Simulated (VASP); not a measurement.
# Cu4H2O5 (P-3m1) in VASP: single point with PBE+U

Aim: the single point of Cu4H2O5 with PBE+U.

All numbers are computed with VASP 6.6.1; they aren't measurements. Logs are shortened: lines on timing, memory, paths and dates and some standing lists are left out, and cuts for length are marked.

**1. The crystal as given**

The structure is trigonal, space group P-3m1 (No. 164). Conventional cell: a = 2.926 Å, b = 2.926 Å, c = 11.867 Å, α = 90.00°, β = 90.00°, γ = 120.00°. H (site symmetry 3m) is surrounded by 1 O at 0.95 Å. Cu (site symmetry 3m) is surrounded by 6 O at 1.99 to 2.07 Å. Around Cu (site symmetry 3m) lie 6 O at 2.06 Å. O (site symmetry 3m) is surrounded by 6 Cu at 2.06 to 2.07 Å. O (site symmetry 3m) has 1 H at 0.95 Å as nearest neighbours. O (site symmetry -3m) has 6 Cu at 2.06 Å as nearest neighbours.

The cell was built by a generator and needn't be a form met in nature.

**2. Single point, PBE+U, collinear spin, twin_end start**

INCAR

```
PREC = Accurate ; ENCUT = 520
EDIFF = 1E-6 ; ISMEAR = -1
SIGMA = 0.1 ; LREAL = F
LASPH = T ; NELM = 150
ALGO = Normal ; ISIF = 2
LWAVE = F ; LCHARG = F
ISPIN = 2 ; MAGMOM = 0 0 0.59 0.59 -0.19 -0.19 0.16 0.16 0.06 0.06 -0.21
LORBIT = 11 ; LMAXMIX = 4
LDAU = T ; LDAUTYPE = 2
LDAUL = -1 2 -1 ; LDAUU = 0 4.13 0
LDAUJ = 0 0 0 ; LDAUPRINT = 1
GGA = PE ; NBANDS = 53
```

KPOINTS

```
Automatic mesh
0
Gamma
  7 7 2
  0 0 0.5
```

POSCAR

```
Cu4H2O5
1.0
    2.9259746900      0.0000000000      0.0000000000
   -1.4629878400      2.5339725000      0.0000000000
    0.0000000000      0.0000000000     11.8670940100
H Cu O
2 4 5
Direct
    0.3333000000      0.6667000000      0.4697000000
    0.6667000000      0.3333000000      0.5303000000
    0.0000000000      0.0000000000      0.6987000000
    0.0000000000      0.0000000000      0.3013000000
    0.6667000000      0.3333000000      0.9001000000
    0.3333000000      0.6667000000      0.0999000000
    0.6667000000      0.3333000000      0.1998000000
    0.3333000000      0.6667000000      0.8002000000
    0.3333000000      0.6667000000      0.3896000000
    0.6667000000      0.3333000000      0.6104000000
    0.0000000000      0.0000000000      0.0000000000
```

Potentials or basis: VASP PAW PBE potentials, release 64 (H, Cu, O).

Run with:

```sh
> cat potpaw_PBE.64/H/POTCAR potpaw_PBE.64/Cu/POTCAR potpaw_PBE.64/O/POTCAR > POTCAR
> mpirun -np 1 vasp_std > vasp.out
```

OUTCAR:

```text
PREC = Accurate
   ENCUT = 520
   EDIFF = 1E-6
   ISMEAR = -1
   LREAL = F
   LASPH = T
   NELM = 150
   ISIF = 2
   ISPIN = 2
   LORBIT = 11
   GGA = PE

 ion  position               nearest neighbor table
   1  0.333  0.667  0.470-   9 0.95
   2  0.667  0.333  0.530-  10 0.95
   3  0.000  0.000  0.699-  10 1.99  10 1.99  10 1.99   8 2.07   8 2.07   8 2.07
   4  0.000  0.000  0.301-   9 1.99   9 1.99   9 1.99   7 2.07   7 2.07   7 2.07
   5  0.667  0.333  0.900-   8 2.06  11 2.06   8 2.06  11 2.06  11 2.06   8 2.06
   6  0.333  0.667  0.100-   7 2.06  11 2.06   7 2.06  11 2.06  11 2.06   7 2.06
   7  0.667  0.333  0.200-   6 2.06   6 2.06   6 2.06   4 2.07   4 2.07   4 2.07
   8  0.333  0.667  0.800-   5 2.06   5 2.06   5 2.06   3 2.07   3 2.07   3 2.07
   9  0.333  0.667  0.390-   1 0.95   4 1.99   4 1.99   4 1.99
  10  0.667  0.333  0.610-   2 0.95   3 1.99   3 1.99   3 1.99
  11  0.000  0.000  0.000-   5 2.06   6 2.06   5 2.06   6 2.06   5 2.06   6 2.06

  LATTYP: Found a hexagonal cell.
 ALAT       =     2.9259746900
 C/A-ratio  =     4.0557746622

  Lattice vectors:

 A1 = (   2.9259746900,   0.0000000000,   0.0000000000)
 A2 = (  -1.4629878400,   2.5339725000,   0.0000000000)
 A3 = (   0.0000000000,   0.0000000000,  11.8670940100)

Analysis of symmetry for initial positions (statically):
=====================================================================
 Subroutine PRICEL returns:
 Original cell was already a primitive cell.

 Routine SETGRP: Setting up the symmetry group for a
 hexagonal supercell.

 Subroutine GETGRP returns: Found  4 space group operations
 (whereof  4 operations were pure point group operations)
 out of a pool of 24 trial point group operations.

The static configuration has the point symmetry C_2h.

Analysis of symmetry for dynamics (positions and initial velocities):
=====================================================================
 Subroutine PRICEL returns:
 Original cell was already a primitive cell.

 Routine SETGRP: Setting up the symmetry group for a
 hexagonal supercell.

 Subroutine GETGRP returns: Found  4 space group operations
 (whereof  4 operations were pure point group operations)
 out of a pool of 24 trial point group operations.

The dynamic configuration has the point symmetry C_2h.

Analysis of structural, dynamic, and magnetic symmetry:
=====================================================================
 Subroutine PRICEL returns:
 Original cell was already a primitive cell.

 Routine SETGRP: Setting up the symmetry group for a
 hexagonal supercell.

 Subroutine GETGRP returns: Found  4 space group operations
 (whereof  4 operations were pure point group operations)
 out of a pool of 24 trial point group operations.

The overall configuration has the point symmetry C_2h.

 Subroutine INISYM returns: Found  4 space group operations
 (whereof  4 operations are pure point group operations),
 and found     1 'primitive' translations

----------------------------------------------------------------------------------------

                                     Primitive cell

  volume of cell :      87.9867

  direct lattice vectors                    reciprocal lattice vectors
     2.925974690  0.000000000  0.000000000     0.341766456  0.197318704  0.000000000
    -1.462987840  2.533972500  0.000000000     0.000000000  0.394637274  0.000000000
     0.000000000  0.000000000 11.867094010     0.000000000  0.000000000  0.084266628

  length of vectors
     2.925974690  2.925978477 11.867094010     0.394637785  0.394637274  0.084266628

  position of ions in fractional coordinates (direct lattice)
     0.333300000  0.666700000  0.469700000
     0.666700000  0.333300000  0.530300000
     0.000000000  0.000000000  0.698700000
     0.000000000  0.000000000  0.301300000
     0.666700000  0.333300000  0.900100000
     0.333300000  0.666700000  0.099900000
     0.666700000  0.333300000  0.199800000
     0.333300000  0.666700000  0.800200000
     0.333300000  0.666700000  0.389600000
     0.666700000  0.333300000  0.610400000
     0.000000000  0.000000000  0.000000000

  ion indices of the primitive-cell ions
   primitive index   ion index
                 1           1
                 2           2
                 3           3
                 4           4
                 5           5
                 6           6
                 7           7
                 8           8
[... 74 lines left out ...]
   NELM   =    150;   NELMIN=  2; NELMDL= -5     # of ELM steps
   EDIFF  = 0.1E-05   stopping-criterion for ELM
   LREAL  =      F    real-space projection
   EDIFFG = 0.1E-04   stopping-criterion for IOM
   NSW    =      0    number of steps for IOM
   IBRION =     -1    ionic relax: 0-MD 1-quasi-New 2-CG
   NFREE  =      0    steps in history (QN), initial steepest desc. (CG)
   ISIF   =      2    stress and relaxation
   ISYM   =      2    0-nonsym 1-usesym 2-fastsym
   POTIM  = 0.5000    time-step for ionic-motion
   TEBEG  =    0.0;   TEEND  =   0.0 temperature during run
   PSTRESS=    0.0 pullay stress
   NELECT =      76.0000    total number of electrons
   NUPDOWN=      -1.0000    fix difference up-down
   EMIN   =  10.00;   EMAX   =-10.00  energy-range for DOS
   EFERMI =   0.00;   METHOD = LEGACY
   ISMEAR =    -1;   SIGMA  =   0.10  broadening in eV -4-tet -1-fermi 0-gaus
   EFERMI_NEDOS =   21; number of points for ismear=-14 and -15
   IALGO  =     38    algorithm
   IMIX   =      4    mixing-type and parameters
     AMIX     =   0.40;   BMIX     =  1.00
     AMIX_MAG =   1.60;   BMIX_MAG =  1.00
  volume/ion in A,a.u.               =       8.00        53.98
  Fermi-wavevector in a.u.,A,eV,Ry     =   1.559099  2.946270 33.072910  2.430790
  Thomas-Fermi vector in A             =   2.662507
   LORBIT       =     11    0 simple, 1 ext, 2 COOP (PROOUT), +10 PAW based schemes
 LDA+U is selected, type is set to LDAUTYPE =  2
   angular momentum for each species LDAUL =    -1    2   -1
   U (eV)           for each species LDAUU =   0.0  4.1  0.0
   J (eV)           for each species LDAUJ =   0.0  0.0  0.0
   GGA     = PE    functional components
   LHFCALC =     F    Hartree Fock is set to
   AEXX    =    0.0000 exact exchange contribution
   IVDW    =     0    specifies the selected vdW correction
   LEPSILON=     F    determine dielectric tensor
   LRPA    =     F    only Hartree local field effects (RPA)
 spin polarized calculation
  energy-cutoff  :      520.00
  volume of cell :       87.99
 maximum number of plane-waves:      2414
 NGX is ok and might be reduce to    24
   NGX = 11   NGY = 11   NGZ = 45

atom =   3  type =  2  l = 2

 onsite density matrix

spin component  1
[... 116 lines left out ...]
  o =  0.8764  v =  0.0000  0.0000  0.0000  0.0000  0.0000 -0.5044 -0.3962 -0.0001  0.7144  0.2798      0.0000  0.0000  0.0000  0.0000  0.0000  0.0000  0.0000  0.0000  0.0000  0.0000
  o =  0.8765  v =  0.0000  0.0000  0.0000  0.0000  0.0000  0.2797 -0.7145 -0.0000 -0.3962  0.5043      0.0000  0.0000  0.0000  0.0000  0.0000  0.0000  0.0000  0.0000  0.0000  0.0000
  o =  0.8783  v = -0.2910  0.7055  0.0000  0.4135 -0.4965  0.0000  0.0000  0.0000  0.0000  0.0000      0.0000  0.0000  0.0000  0.0000  0.0000  0.0000  0.0000  0.0000  0.0000  0.0000
  o =  0.8784  v =  0.4965  0.4135  0.0000 -0.7056 -0.2910  0.0000  0.0000  0.0000  0.0000  0.0000      0.0000  0.0000  0.0000  0.0000  0.0000  0.0000  0.0000  0.0000  0.0000  0.0000
  o =  0.9676  v =  0.0000  0.0000  0.0000  0.0000  0.0000  0.8117 -0.0651 -0.0023  0.5731 -0.0920      0.0000  0.0000  0.0000  0.0000  0.0000  0.0000  0.0000  0.0000  0.0000  0.0000
  o =  0.9676  v =  0.0000  0.0000  0.0000  0.0000  0.0000 -0.0921 -0.5730  0.0072 -0.0649 -0.8117      0.0000  0.0000  0.0000  0.0000  0.0000  0.0000  0.0000  0.0000  0.0000  0.0000
  o =  0.9677  v = -0.0018  0.0024 -1.0000 -0.0013  0.0034  0.0000  0.0000  0.0000  0.0000  0.0000      0.0000  0.0000  0.0000  0.0000  0.0000  0.0000  0.0000  0.0000  0.0000  0.0000
  o =  0.9678  v =  0.0000  0.0000  0.0000  0.0000  0.0000 -0.0025 -0.0039 -1.0000 -0.0019 -0.0057      0.0000  0.0000  0.0000  0.0000  0.0000  0.0000  0.0000  0.0000  0.0000  0.0000
  o =  0.9683  v =  0.5409  0.4316  0.0017  0.3806  0.6134  0.0000  0.0000  0.0000  0.0000  0.0000      0.0000  0.0000  0.0000  0.0000  0.0000  0.0000  0.0000  0.0000  0.0000  0.0000
  o =  0.9683  v =  0.6134 -0.3806 -0.0044  0.4316 -0.5409  0.0000  0.0000  0.0000  0.0000  0.0000      0.0000  0.0000  0.0000  0.0000  0.0000  0.0000  0.0000  0.0000  0.0000  0.0000

 number of electron      75.9999966 magnetization       1.8121368

 Free energy of the ion-electron system (eV)
  ---------------------------------------------------
  ext. energy  EPLUGINS =         0.00000000
  ---------------------------------------------------
  free energy    TOTEN  =       -46.38257595 eV

  energy without entropy =      -46.20753655  energy(sigma->0) =      -46.29505625

 E-fermi :   5.8048     XC(G=0): -12.1162

 val. band max:        5.7960733837   @ k =   0.4286   0.4286   0.2500
 cond. band min:       5.8075353664   @ k =  -0.2857  -0.1429   0.2500
 fundamental gap:      0.0114619827
 Fermi energy:         5.8047733562

 spin component 1

 k-point     1 :       0.0000    0.0000    0.2500
  band No.  band energies     occupation
      1     -15.5879      1.00000
      2     -14.8804      1.00000
      3     -13.8861      1.00000
      4     -13.4918      1.00000
      5     -12.8420      1.00000
      6      -4.0045      1.00000
[... 2537 lines left out ...]
     49      16.4240      0.00000
     50      17.4085      0.00000

 [... further k-points ...]

 [bands above 50 left out]

------------------------ aborting loop because EDIFF is reached ----------------------------------------

  FORCE on cell =-STRESS in cart. coord.  units (eV):
  Direction    XX          YY          ZZ          XY          YZ          ZX
  --------------------------------------------------------------------------------------
  -------------------------------------------------------------------------------------
  Total        9.7276725      9.7222071      8.8851204     -0.0047622     -0.0038210      0.0066180
  in kB      177.1343043    177.0347835    161.7920039     -0.0867169     -0.0695779      0.1205091
  external PRESSURE =     171.9870306 kB  Pullay stress =       0.0000000 kB

 VOLUME and BASIS-vectors are now :
 -----------------------------------------------------------------------------
  energy-cutoff  :      520.00
  volume of cell :       87.99
      direct lattice vectors                 reciprocal lattice vectors
     2.925974690  0.000000000  0.000000000     0.341766456  0.197318704  0.000000000
    -1.462987840  2.533972500  0.000000000     0.000000000  0.394637274  0.000000000
     0.000000000  0.000000000 11.867094010     0.000000000  0.000000000  0.084266628

 POSITION                                       TOTAL-FORCE (eV/Angst)
 -----------------------------------------------------------------------------------
     -0.00015      1.68940      5.57397         0.000402     -0.000232      1.254168
      1.46313      0.84457      6.29312        -0.000402      0.000232     -1.254168
      0.00000      0.00000      8.29154         0.000401     -0.000231      0.079535
      0.00000      0.00000      3.57556        -0.000401      0.000231     -0.079535
      1.46313      0.84457     10.68157        -0.001706      0.000985      0.032278
     -0.00015      1.68940      1.18552         0.001706     -0.000985     -0.032278
      1.46313      0.84457      2.37105        -0.002260      0.001305      0.073254
     -0.00015      1.68940      9.49605         0.002260     -0.001305     -0.073254
     -0.00015      1.68940      4.62342         0.001519     -0.000877     -0.680985
      1.46313      0.84457      7.24367        -0.001519      0.000877      0.680985
      0.00000      0.00000      0.00000        -0.000000      0.000000      0.000000
 -----------------------------------------------------------------------------------
    total drift:                                0.000000      0.000000      0.000000

  FREE ENERGIE OF THE ION-ELECTRON SYSTEM (eV)
  ---------------------------------------------------
  free  energy   TOTEN  =       -46.3825759512 eV

  energy  without entropy=      -46.2075365525  energy(sigma->0) =      -46.29505625

 total charge

# of ion       s       p       d       tot
------------------------------------------
    1        0.648   0.146   0.000   0.794
    2        0.648   0.146   0.000   0.794
    3        0.330   0.400   9.240   9.970
    4        0.330   0.400   9.240   9.970
    5        0.320   0.362   9.291   9.973
    6        0.320   0.362   9.291   9.973
    7        1.576   3.384   0.000   4.960
    8        1.576   3.384   0.000   4.960
    9        1.563   3.589   0.000   5.151
   10        1.563   3.589   0.000   5.151
   11        1.579   3.373   0.000   4.952
--------------------------------------------------
tot         10.453  19.134  37.061  66.647

 magnetization (x)

# of ion       s       p       d       tot
------------------------------------------
    1       -0.001   0.002   0.000   0.002
    2       -0.001   0.002   0.000   0.002
    3       -0.004  -0.004   0.559   0.550
    4       -0.004  -0.004   0.559   0.550
    5       -0.001   0.004   0.009   0.013
    6       -0.001   0.004   0.009   0.013
    7        0.004   0.215   0.000   0.218
    8        0.004   0.215   0.000   0.218
    9        0.006   0.122   0.000   0.128
   10        0.006   0.122   0.000   0.128
   11        0.001  -0.070   0.000  -0.069
--------------------------------------------------
tot          0.010   0.609   1.136   1.755
```

It took 23 min on 1 thread of Intel Xeon 6975P-C (Granite Rapids), shared host; peak memory 0.39 GiB.

What came out:

```yaml
Free_energy: -46.3826 eV
Pressure: 17.2 GPa
Largest_force: 1.254 eV/Å
Band_gap_on_the_k_mesh: none (metal or under the smearing width)
Net_moment: 1.81 μB per cell
Site_moments: H +0.00; Cu +0.55, +0.01; O +0.22, +0.13, -0.07 μB
Valence_electrons_inside_the_program's_atomic_spheres: H 0.79; Cu 9.97; O 4.96, 5.15, 4.95
```

Forces on the atoms (eV/Å):
```
H    0.000  0.000  1.254
H    0.000  0.000 -1.254
Cu   0.000  0.000  0.080
Cu   0.000  0.000 -0.080
Cu  -0.002  0.001  0.032
Cu   0.002 -0.001 -0.032
O   -0.002  0.001  0.073
O    0.002 -0.001 -0.073
O    0.002 -0.001 -0.681
O   -0.002  0.001  0.681
O    0.000  0.000  0.000
```

Eigenvalues of the final occupation matrices:
```csv
site,spin,trace,eigenvalues
site 3 d,1,4.91,0.97 0.97 0.97 1.00 1.00
site 3 d,2,4.35,0.72 0.72 0.97 0.97 0.97
site 4 d,1,4.91,0.97 0.97 0.97 1.00 1.00
site 4 d,2,4.35,0.72 0.72 0.97 0.97 0.97
site 5 d,1,4.66,0.88 0.88 0.97 0.97 0.97
site 5 d,2,4.66,0.88 0.88 0.97 0.97 0.97
site 6 d,1,4.66,0.88 0.88 0.97 0.97 0.97
site 6 d,2,4.66,0.88 0.88 0.97 0.97 0.97
```

Caveat: forces of over 1 eV/Å show positions far from the minimum, so gaps and moduli don't describe the material at rest. The state reached can hang on the start; a lower one may exist.
